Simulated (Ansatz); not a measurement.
# Stack of 2H-MoSSe under blue phosphorene, shifted by two thirds of the diagonal in a perpendicular field, part 2 of 4

Wanted: the out-of-plane response of the stack of 2H-MoSSe under blue phosphorene, shifted by two thirds of the diagonal. A positive field points along +c.

Ansatz 0.2.0; plane-wave DFT, LDA, Ansatz PAW (the session's first sound run).

So far. Step 2 (Relaxing the slab): The lattice constant a goes from 3.265 to 3.194 Å.

### Step 3. Single point, field 0

A sawtooth potential applies the field, turning back in the middle of the vacuum. With the dipole correction the typed value is the field outside the slab. The induced dipole is small, so the SCF threshold is tight.

The cell differs from the one that the last finished run ended in (c 39.266 → 26.180 Å).

input.yaml reads:

```yaml
crystal:
  lattice:
    - [3.19411518, 0.0, 0.0]
    - [-1.59705759, 2.7661848885, 0.0]
    - [0.0, 0.0, 26.1798554722]
  atoms:
    - { symbol: Se, position: [0.3333333333, 0.6666666667, 0.343775771] }
    - { symbol: Mo, position: [0.0, 0.0, 0.4081706506] }
    - { symbol: S, position: [0.3333333333, 0.6666666667, 0.4660401209] }
    - { symbol: P, position: [0.3333333333, 0.6666666667, 0.6086334083] }
    - { symbol: P, position: [0.0, 0.0, 0.656224229] }
kpoints:
  mp_grid: { grid: [18, 18, 1] }
  band_path:
    path: [[0, 0, 0], [0.5, 0, 0], [0.33333333, 0.33333333, 0], [0, 0, 0]]
    npoints: 16
hamiltonian:
  xc: lda
scf:
  occupations: { method: fermi_dirac, width: 0.02585 }
  convergence: { dr2_threshold: 1.0e-10 }
efield:
  axis: 3
  dipole_correction: true
  ramp_position: 0.97
  ramp_width: 0.06
  amplitude: 0
output:
  dos: { projected: true, e_range: [-6, 5] }
  bader: true
  write_potential: true
  write_density: true
  volumetric_format: npy
  elf: true
```

The run is started by

```sh
$ ansatz run input.yaml --threads 4 --pin off --max-ram 6144MiB --backend cpu --events-out ev --progress --plain --runs-dir out
```

Numbers of over 12 decimals in the logs are rounded to 6 here.

The log of the run:

```text
[...]
Crystal: 5 atoms, lattice volume = 231.312 Å³
Basis set: ecut = 420 eV, 4551 PW (Γ)
Bands: 28, of which v1, the nominal top of the filled ones, is band 23 counted from 1 (22 counted from 0)
Symmetry: 6 space group operations
[...]
k-points: 37 of 324 (time reversal used)
[...]
SCF iter   1: F=—  HF=-12549.851663 eV  |F-HF|=—  |Δ(HF+E_count)|=         —  Δρ=5.48e-3  dr2=3.29e-1  ethr=1.77e-3  p=-0.058 e·Å  D=-4.51e-2 V/Å  ΔV_dip=1.18 eV  dr2_dipole=5.95e-2  V_vac-E_F(+/−)=5.43/4.24 eV  ⟨swp⟩=10.6  Hψ=6078  notcnv=0
efield: sawtooth ramp at fractional position 0.9700 (set: `efield.ramp_position`, or a place that a band, a saddle search or an elastic batch's reference lends), width 0.0600; the density the first Hamiltonian is built on has a dipole p = -0.058 e·Å; the dipole correction subtracts the counter field D = -4.51e-2 V/Å, which shifts the + side's vacuum level by +1.18 eV against the − side's; the planar-averaged density in the ramp window peaks in size at 2.9e-5 e/Å³
[...]
SCF iter   2: F=—  HF=-12550.546705 eV  |F-HF|=—  |Δ(HF+E_count)|=   6.95e-1  Δρ=1.56e-2  dr2=8.07e0  ethr=7.15e-4  p=0.137 e·Å  D=1.07e-1 V/Å  ΔV_dip=-2.81 eV  dr2_dipole=2.13e0  V_vac-E_F(+/−)=4.43/7.24 eV  ⟨swp⟩=4.1  Hψ=2301  notcnv=0  defer=31  recentre
[...]
SCF iter  15: F=-12549.820290 eV  HF=-12549.820290 eV  |F-HF|=2.18e-11  |Δ(HF+E_count)|=  5.46e-11  Δρ=6.33e-8  dr2=3.50e-11  ethr=1.00e-12  p=-0.029 e·Å  D=-2.26e-2 V/Å  ΔV_dip=0.59 eV  dr2_dipole=1.13e-11  V_vac-E_F(+/−)=5.24/4.65 eV  ⟨swp⟩=7.9  Hψ=3851  notcnv=0
SCF 1 converged in 15 iterations: F = -12549.820290 eV  dr2 = 3.50e-11
[...]
NSCF: frozen V_eff on 49 k-points
efield: sawtooth ramp at fractional position 0.9700 (kept from the solve that this one continues, or follows in the run), width 0.0600; the density the first Hamiltonian is built on has a dipole p = -0.029 e·Å; the dipole correction subtracts the counter field D = -2.26e-2 V/Å, which shifts the + side's vacuum level by +0.59 eV against the − side's; the planar-averaged density in the ramp window peaks in size at 9.8e-6 e/Å³
[...]
SCF converged after 15 iterations
Free energy (F): -12549.820290 eV
[...]
Internal energy: -12549.820290 eV  (E = F + TS)
E sigma→0 (E₀):  -12549.820290 eV
Fermi energy:    1.162679 eV
Dipole field:    D = -0.022581 V/Å  (p = -0.028866 e·Å, saw-weighted, corrected)
Work function:   Φ+ = 5.2371 eV   Φ− = 4.6459 eV
Levels:          The Fermi level and band energies are counted from a zero that moves with the ramp; work functions are not
[...]
--- Band table (eV; the first three rows and the last of 37) ---
  k-point 0: bands = [... 19 lower, -0.6776, 0.1636, 0.1636, 0.4187, 3.2563, 3.2563, 3.6339, 3.6339, ... 1 higher]
  k-point 1: bands = [... 19 lower, -0.6333, -0.3039, 0.0322, 0.4120, 3.1609, 3.3204, 3.4150, 3.5816, ... 1 higher]
  k-point 2: bands = [... 19 lower, -0.8529, -0.5429, -0.2958, 0.3643, 2.8921, 3.0524, 3.3226, 3.6072, ... 1 higher]
  k-point 36: bands = [... 19 lower, -2.0086, -1.7176, -1.5513, 0.2611, 1.9392, 1.9706, 3.1446, 3.7882, ... 1 higher]
--- Bader charges: 5 sites ---
  site symbol  charge [e]  shift [e]
     0     Se     -0.4425     0.0005
     1     Mo      1.0365     0.0017
     2      S     -0.6037     0.0012
     3      P      0.0098     0.0000
     4      P     -0.0001     0.0000
  estimated error of the sums over rays = 4.6e-4 e
```

It took 23 s on 4 threads of Arm Neoverse V2, shared host; peak memory 0.67 GiB; 87 s of CPU time.

In the SCF lines HF is the Harris–Foulkes energy and dr2 the Hartree energy of the density residual, in eV; the loop may stop once dr2 is under the threshold and the program's other checks hold. Hψ counts applications of the Hamiltonian.

Numbers from this step:

```yaml
gap_on_the_k_mesh: 1.493 eV
dipole_along_the_normal: -0.02887 e·Å
gap_along_the_path: 1.483 eV
smallest_direct_gap_along_the_path: 1.678 eV
step_between_the_vacuum_levels: 0.5912 eV
ionisation_energy_upper_face: 5.981 eV
electron_affinity_upper_face: 4.498 eV
ionisation_energy_lower_face: 5.390 eV
gap_the_smaller_of_path_and_mesh: 1.483 eV
```

Running mean over a fixed 2.8 Å (it still follows the layers) of the planar mean; the ramp of the sawtooth is left out. The electron's electrostatic potential energy less the Fermi level by z:

| z (Å) | electron's electrostatic potential energy less the Fermi level (eV) |
| --- | --- |
| 3.5 | 4.65 |
| 4.0 | 4.65 |
| 4.5 | 4.65 |
| 5.0 | 4.64 |
| 5.5 | 4.63 |
| 6.0 | 4.59 |
| 6.5 | 4.40 |
| 7.0 | 3.54 |
| 7.5 | 1.79 |
| 8.0 | -0.159 |
| 8.5 | -2.15 |
| 9.0 | -4.91 |
| 9.5 | -8.62 |
| 10.0 | -10.5 |
| 10.5 | -10.9 |
| 11.0 | -11.3 |
| 11.5 | -10.8 |
| 12.0 | -7.59 |
| 12.5 | -3.62 |
| 13.0 | -1.03 |
| 13.5 | 1.16 |
| 14.0 | 2.46 |
| 14.5 | 0.904 |
| 15.0 | -2.11 |
| 15.5 | -4.98 |
| 16.0 | -8.18 |
| 16.5 | -9.89 |
| 17.0 | -8.78 |
| 17.5 | -5.71 |
| 18.0 | -2.73 |
| 18.5 | 0.420 |
| 19.0 | 3.43 |
| 19.5 | 4.79 |
| 20.0 | 5.13 |
| 20.5 | 5.21 |
| 21.0 | 5.23 |
| 21.5 | 5.24 |
| 22.0 | 5.24 |
| 22.5 | 5.24 |
| 23.0 | 5.24 |

The density of states has structure finer than the step of the table below, so its rows give means over 0.2 eV, whole bins alone (the curve runs from -6 to 2.19 eV). Peaks (eV: height): -4.90: 7.73, -4.70: 12.3, -4.04: 6.70, -3.93: 6.91, -1.59: 12.2, 1.36: 7.88, 1.77: 9.41.

Table of density of states by energy, zero at the Fermi level of the run, which the smearing sets inside the gap; means over each step:

energy (eV), density of states (states/eV a cell) and a bar:
```
     -5.8        3.7 ###################
     -5.6        1.6 ########
     -5.4        2.8 ##############
     -5.2        2.4 ############
     -5.0        3.1 ################
     -4.8        5.1 #########################
     -4.6        4.3 #####################
     -4.4        2.5 #############
     -4.2        3.6 ##################
     -4.0        5.6 ############################
     -3.8        4.0 ####################
     -3.6        2.9 ###############
     -3.4        3.3 ################
     -3.2        2.6 #############
     -3.0        1.8 #########
     -2.8        3.7 ##################
     -2.6        4.6 #######################
     -2.4        4.5 ######################
     -2.2        4.4 ######################
     -2.0        3.7 ##################
     -1.8        3.1 ###############
     -1.6        5.9 #############################
     -1.4        3.0 ###############
     -1.2        3.7 ###################
     -1.0        2.6 #############
     -0.8        0.9 ####
     -0.6        0.0 
     -0.4        0.0 
     -0.2        0.0 
      0.0        0.0 
      0.2        0.0 
      0.4        0.0 
      0.6        0.0 
      0.8        0.8 ####
      1.0        4.5 ######################
      1.2        4.7 #######################
      1.4        3.9 ###################
      1.6        6.0 ##############################
      1.8        6.0 ##############################
      2.0        4.0 ####################
```

Projected DOS per atom over height of the atomic layer and energy from the Fermi level. Layers: Se Mo S P P from below.

Ten even steps from '_' (0.00 states/eV) to '@' (2.81 states/eV), each cell a mean:
```
..**::....
::@@::::::
::##......
..--__....
__________
__________
__________
__________
__::......
..==..::::
..==..::::
==::::::::
==----::::
--::::....
..::::....
..::::::::
--==++::::
::::::....
====++....
......::::
..____::::
--====____
```
Columns: height of the atomic layer (Å) from 9 to 17.2 (not evenly spaced); rows upwards: energy from the Fermi level (eV) from -5.96 to 2.14.

The electronic bands at the labelled points (eV, zero at the Fermi level of the run, which the smearing sets inside the gap):

| point | band 20 | band 21 | band 22 | band 23 | band 24 | band 25 | band 26 | band 27 |
| --- | --- | --- | --- | --- | --- | --- | --- | --- |
| Γ | -1.84 | -1.00 | -1.00 | -0.74 | 2.09 | 2.09 | 2.47 | 2.47 |
| halfway | -2.33 | -2.32 | -1.69 | -1.10 | 1.06 | 1.24 | 1.60 | 2.08 |
| M | -2.89 | -2.53 | -1.55 | -1.51 | 0.88 | 1.36 | 1.77 | 2.17 |
| halfway | -3.19 | -2.84 | -2.43 | -1.13 | 1.23 | 1.70 | 2.09 | 2.53 |
| K | -3.17 | -2.88 | -2.71 | -0.90 | 0.78 | 0.81 | 1.98 | 2.63 |
| halfway | -2.69 | -2.04 | -1.58 | -1.06 | 0.88 | 1.55 | 1.80 | 2.52 |
| Γ | -1.84 | -1.00 | -1.00 | -0.74 | 2.09 | 2.09 | 2.47 | 2.47 |

ELF in the ca plane at fractional y = 0.667, with atoms of Se and S and P within 0.2 Å of it. It is the smooth field of the valence electrons, not physical close to the nuclei.

Values, 5 rows by 16 columns, each cell a mean:
```
0.00 0.00 0.00 0.01 0.09 0.27 0.21 0.31 0.23 0.17 0.02 0.10 0.30 0.58 0.74 0.45
0.00 0.00 0.00 0.07 0.40 0.60 0.41 0.23 0.53 0.55 0.11 0.40 0.60 0.67 0.60 0.28
0.00 0.00 0.02 0.32 0.82 0.62 0.60 0.31 0.62 0.81 0.32 0.80 0.50 0.55 0.18 0.04
0.00 0.00 0.02 0.38 0.85 0.50 0.58 0.33 0.48 0.76 0.36 0.83 0.33 0.45 0.12 0.02
0.00 0.00 0.01 0.15 0.62 0.73 0.54 0.24 0.69 0.75 0.19 0.60 0.72 0.68 0.45 0.17
```
Columns run along c (16.0 Å, from fractional 0.13 to 0.74 of the cell), rows up along a (3.2 Å). Atoms in or near the plane, at fractional coordinates: Se at (0.34, 0.33), S at (0.47, 0.33), P at (0.61, 0.33).

Valence density in the ca plane at fractional y = 0.667, with atoms of Se and S and P within 0.2 Å of it. It is the smooth field of the valence electrons, not physical close to the nuclei.

Ten steps, logarithmic in the rise over the least value, from '0' (0 e/Å³) to '9' (27 e/Å³), each cell a mean:
```
00000001111122211100000000011121100000000000
00000000111122211100000000011121110000000000
00000011222122222211000001112221100000000000
00000124542211223332100011222211000000000000
00000137984211233233100012212211000000000000
00000148984211233233100012211211000000000000
00000124653211223332100012222211000000000000
00000012222122222211000001122221100000000000
```
Columns run along c (16.0 Å, from fractional 0.23 to 0.84 of the cell), rows up along a (3.2 Å). Atoms in or near the plane, at fractional coordinates: Se at (0.34, 0.33), S at (0.47, 0.33), P at (0.61, 0.33).

Electrostatic potential energy in the ca plane at fractional y = 0.667, with atoms of Se and S and P within 0.2 Å of it. With pseudopotentials it is smooth inside the atoms' cores, unlike the true potential.

Ten even steps from '0' (-39 eV) to '9' (6 eV), each cell a mean:
```
99999999888754688999999999988766899999999999
99999999988754688999999999988766799999999999
99999987778776788789999999877778899999999999
99999864445888862147999997312688999999999999
99999845764788730105899984000279999999999999
99999846764788720104899984000279999999999999
99999864445888851137999997201588999999999999
99999987667777787789999998767778899999999999
```
Columns run along c (16.0 Å, from fractional 0.23 to 0.84 of the cell; values clipped at the 3rd and 97th percentile), rows up along a (3.2 Å). Atoms in or near the plane, at fractional coordinates: Se at (0.34, 0.33), S at (0.47, 0.33), P at (0.61, 0.33).

The gap is 1.48 eV, with the valence edge 5.98 eV and the conduction edge 4.50 eV under the upper vacuum level.

### Step 4. Single point, field 0.05 V/Å

input.yaml, as its differences from that of step 3:

```diff
@@ -26,6 +26,4 @@
   ramp_width: 0.06
-  amplitude: 0
+  amplitude: 0.05
 output:
-  dos: { projected: true, e_range: [-6, 5] }
-  bader: true
   write_potential: true
@@ -33,2 +31 @@
   volumetric_format: npy
-  elf: true
```

The log of the run:

```text
[...]
Crystal: 5 atoms, lattice volume = 231.312 Å³
Basis set: ecut = 420 eV, 4551 PW (Γ)
Bands: 28, of which v1, the nominal top of the filled ones, is band 23 counted from 1 (22 counted from 0)
Symmetry: 6 space group operations
[...]
k-points: 37 of 324 (time reversal used)
[...]
k-point 0: bands = [... 19 lower, -0.6589, 0.1987, 0.1987, 0.4067, 3.2307, 3.2307, 3.6051, 3.6051, ... 1 higher]
  k-point 1: bands = [... 19 lower, -0.6198, -0.2689, 0.0672, 0.4005, 3.1350, 3.2954, 3.3862, 3.5523, ... 1 higher]
  k-point 2: bands = [... 19 lower, -0.8719, -0.5339, -0.2608, 0.3547, 2.8613, 3.0286, 3.2968, 3.5787, ... 1 higher]
  k-point 36: bands = [... 19 lower, -2.0175, -1.6797, -1.5377, 0.2338, 1.9435, 1.9736, 3.1183, 3.7612, ... 1 higher]
[key lines of the parts left out:]
SCF converged after 18 iterations
Free energy (F): -12549.819419 eV
Fermi energy:    1.170304 eV
Dipole field:    D = -0.004685 V/Å  (p = -0.005988 e·Å, saw-weighted, corrected)
```

Wall time 15 s (4 threads); peak memory 0.64 GiB; 57 s of CPU time.

The dipole is -0.00599 e·Å, 0.0229 e·Å from its value without field, and the gap 1.527 eV.

### Step 5. Single point, field -0.05 V/Å

input.yaml, as its differences from that of step 4:

```diff
@@ -26,3 +26,3 @@
   ramp_width: 0.06
-  amplitude: 0.05
+  amplitude: -0.05
 output:
```

The log of the run:

```text
[...]
Crystal: 5 atoms, lattice volume = 231.312 Å³
Basis set: ecut = 420 eV, 4551 PW (Γ)
Bands: 28, of which v1, the nominal top of the filled ones, is band 23 counted from 1 (22 counted from 0)
Symmetry: 6 space group operations
[...]
k-points: 37 of 324 (time reversal used)
[...]
k-point 0: bands = [... 19 lower, -0.6971, 0.1280, 0.1280, 0.4316, 3.2818, 3.2818, 3.6628, 3.6628, ... 1 higher]
  k-point 1: bands = [... 19 lower, -0.6451, -0.3395, -0.0034, 0.4244, 3.1868, 3.3455, 3.4439, 3.6109, ... 1 higher]
  k-point 2: bands = [... 19 lower, -0.8375, -0.5499, -0.3314, 0.3752, 2.9228, 3.0763, 3.3485, 3.6342, ... 1 higher]
  k-point 36: bands = [... 19 lower, -2.0033, -1.7560, -1.5619, 0.2885, 1.9042, 1.9978, 3.1710, 3.8152, ... 1 higher]
[key lines of the parts left out:]
SCF converged after 19 iterations
Free energy (F): -12549.822305 eV
Fermi energy:    1.152385 eV
Dipole field:    D = -0.040469 V/Å  (p = -0.051732 e·Å, saw-weighted, corrected)
```

Wall time 15 s (4 threads); peak memory 0.65 GiB.

The dipole is -0.0517 e·Å, -0.0229 e·Å from its value without field, and the gap 1.437 eV.

### Step 6. Atoms held, field 0.1 V/Å

input.yaml, as its differences from that of step 5:

```diff
@@ -26,3 +26,3 @@
   ramp_width: 0.06
-  amplitude: -0.05
+  amplitude: 0.1
 output:
```

The log of the run:

```text
[...]
Crystal: 5 atoms, lattice volume = 231.312 Å³
Basis set: ecut = 420 eV, 4551 PW (Γ)
Bands: 28, of which v1, the nominal top of the filled ones, is band 23 counted from 1 (22 counted from 0)
Symmetry: 6 space group operations
[...]
k-points: 37 of 324 (time reversal used)
[...]
k-point 0: bands = [... 19 lower, -0.6412, 0.2331, 0.2331, 0.3957, 3.2053, 3.2053, 3.5764, 3.5764, ... 1 higher]
  k-point 1: bands = [... 19 lower, -0.6058, -0.2345, 0.1017, 0.3901, 3.1091, 3.2704, 3.3574, 3.5231, ... 1 higher]
  k-point 2: bands = [... 19 lower, -0.8934, -0.5238, -0.2264, 0.3463, 2.8305, 3.0048, 3.2710, 3.5504, ... 1 higher]
  k-point 36: bands = [... 19 lower, -2.0292, -1.6425, -1.5214, 0.2066, 1.9165, 2.0073, 3.0922, 3.7343, ... 1 higher]
[key lines of the parts left out:]
SCF converged after 19 iterations
Free energy (F): -12549.819692 eV
Fermi energy:    1.166819 eV
Dipole field:    D = 0.013251 V/Å  (p = 0.016939 e·Å, saw-weighted, corrected)
```

The job ended after 15 s (4 threads; peak memory 0.64 GiB).

The dipole is 0.0169 e·Å, 0.0458 e·Å from its value without field, and the gap 1.521 eV.

### Step 7. Atoms held, field 0.2 V/Å

input.yaml, as its differences from that of step 6:

```diff
@@ -26,3 +26,3 @@
   ramp_width: 0.06
-  amplitude: 0.1
+  amplitude: 0.2
 output:
```

The log of the run:

```text
[...]
Crystal: 5 atoms, lattice volume = 231.312 Å³
Basis set: ecut = 420 eV, 4551 PW (Γ)
Bands: 28, of which v1, the nominal top of the filled ones, is band 23 counted from 1 (22 counted from 0)
Symmetry: 6 space group operations
[...]
k-points: 37 of 324 (time reversal used)
[...]
k-point 0: bands = [... 19 lower, -0.6091, 0.3000, 0.3000, 0.3770, 3.1547, 3.1547, 3.5196, 3.5196, ... 1 higher]
  k-point 1: bands = [... 19 lower, -0.5786, -0.1676, 0.1686, 0.3727, 3.0574, 3.2207, 3.3002, 3.4653, ... 1 higher]
  k-point 2: bands = [... 19 lower, -0.9413, -0.5037, -0.1594, 0.3337, 2.7691, 2.9575, 3.2196, 3.4942, ... 1 higher]
  k-point 36: bands = [... 19 lower, -2.0594, -1.5698, -1.4834, 0.1526, 1.8629, 2.0726, 3.0406, 3.6805, ... 1 higher]
[key lines of the parts left out:]
SCF converged after 19 iterations
Free energy (F): -12549.823682 eV
Fermi energy:    1.135616 eV
Dipole field:    D = 0.049201 V/Å  (p = 0.062894 e·Å, saw-weighted, corrected)
```

The job ended after 15 s (4 threads; peak memory 0.63 GiB).

The dipole is 0.0629 e·Å, 0.0918 e·Å from its value without field, and the gap 1.486 eV.

### Step 8. Single point, field 0.3 V/Å

input.yaml, as its differences from that of step 7:

```diff
@@ -26,4 +26,6 @@
   ramp_width: 0.06
-  amplitude: 0.2
+  amplitude: 0.3
 output:
+  dos: { projected: true, e_range: [-6, 5] }
+  bader: true
   write_potential: true
@@ -31 +33,2 @@
   volumetric_format: npy
+  elf: true
```

The log of the run:

```text
[...]
Crystal: 5 atoms, lattice volume = 231.312 Å³
Basis set: ecut = 420 eV, 4551 PW (Γ)
Bands: 28, of which v1, the nominal top of the filled ones, is band 23 counted from 1 (22 counted from 0)
Symmetry: 6 space group operations
[...]
k-points: 37 of 324 (time reversal used)
[...]
k-point 36: bands = [... 19 lower, -2.0956, -1.4998, -1.4411, 0.0993, 1.8101, 2.1345, 2.9903, 3.6273, ... 1 higher]
--- Bader charges: 5 sites ---
  site symbol  charge [e]  shift [e]
     0     Se     -0.4567     0.0005
     1     Mo      1.0369     0.0017
     2      S     -0.5952     0.0013
     3      P     -0.0021     0.0001
     4      P      0.0171     0.0001
  estimated error of the sums over rays = 4.6e-4 e
[key lines of the parts left out:]
SCF converged after 19 iterations
Free energy (F): -12549.832278 eV
Fermi energy:    1.106031 eV
Dipole field:    D = 0.085306 V/Å  (p = 0.109048 e·Å, saw-weighted, corrected)
```

The job ended after 24 s (4 threads; peak memory 0.65 GiB; 93 s of CPU time).

The dipole is 0.109 e·Å, 0.138 e·Å from its value without field, and the gap 1.446 eV.

(Continued in part 3 of 4.)

[Logs are printed without paths, hosts, clocks, repeated set-up lines and the standing remarks that a program may print on its own settings, such as how far it seeks lower states.]

[Hosts, paths, dates, database ids (printed as entryN), source tags and the programs' standing remarks are cut or masked in the printed files.]

[Maps of the electrostatic potential energy from Ansatz leave out the sawtooth potential of an applied field or a dipole correction, so their vacuum need not be flat; planar profiles and work functions include it.]

[The density of states shown here was stored with 400 of the rows of the run's finer table, so its peaks can read low, often by over a quarter, or be missed, and its means over a window can be off by a tenth or more.]
